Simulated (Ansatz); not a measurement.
Pb:

```
Pb
1.0
    -1.97966    1.97966    1.97966
     1.97966   -1.97966    1.97966
     1.97966    1.97966   -1.97966
Pb
1
Direct
  0.00000 0.00000 0.00000
```

This isn't the form of Pb at room conditions, which is fcc.

Base run:

- Program: Ansatz 0.2.0
- Functional: RPBE
- Potentials or basis: all-electron LAPW, scalar-relativistic
- Cutoff: 163 eV (chosen from the basis error)
- Basis error allowed: 0.001 eV/atom
- k mesh: 9 × 9 × 9
- Occupations: gaussian, width 0.02 eV
- Spin: no spin polarisation

Its results: band gap on the k mesh none (metal or under the smearing width); pressure 2.3 GPa.

Question: The run is repeated on the same cell with these changes: functional from RPBE to PBEsol. What comes out?

Answer: Band gap on the k mesh none (metal or under the smearing width); pressure -2.0 GPa.

PBEsol binds more tightly than RPBE, so the same cell stands under less pressure.
